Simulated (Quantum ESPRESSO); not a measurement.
**O under changes of volume**

One of the cells (17.288 Å³/atom); the others are scaled copies at fixed shape and fractional positions:

```
CELL_PARAMETERS angstrom
2.85140 -1.66242 0.00000
2.85140 1.66242 0.00000
-2.39449 0.00000 3.64705
ATOMIC_POSITIONS crystal
O 0.97455 0.97455 0.84443
O 0.02545 0.02545 0.15557
```

| Item | Value |
| --- | --- |
| Program | Quantum ESPRESSO 7.5 |
| Functional | PBEsol |
| Potentials or basis | GBRV 1.5 PBEsol |
| Cutoff | 612 eV |
| Density cutoff | 4898 eV |
| k mesh | 10 × 10 × 7 |
| Occupations | fermi-dirac, width 0.05 eV |
| Spin | no spin polarisation |

```csv
volume (Å³/atom),energy over the lowest point (meV/atom),pressure (GPa),largest force (eV/Å)
16.251,0.00,0.5,1.554
16.596,0.36,-0.8,0.881
16.942,3.37,-1.9,0.287
17.288,8.74,-3.0,0.386
17.634,?,?,?
17.979,25.64,-4.7,1.412
18.325,36.77,-5.5,1.882
```

Problem. What does the run at 17.634 Å³/atom give?

Solution. Energy over the lowest point 16.23 meV/atom; pressure -3.9 GPa; largest force 0.910 eV/Å.

Worked out: A Birch-Murnaghan fit of order 3 (a polynomial in V^(-2/3)) to the other rows has its minimum at 16.38 Å³/atom with B0 = V·E''(V) = 62 GPa and B' = 4.1 at fixed shape and positions, which overstates the stiffness. It gives 16.25 meV/atom at 17.634 Å³/atom, against the run's 16.23, and -dE/dV = -3.9 GPa, against -3.9.

Energies are extrapolated to zero smearing.

Caveats: spin is off for a triplet molecule; forces of over 1 eV/Å show positions far from the minimum, so gaps and moduli don't describe the material at rest (some runs).
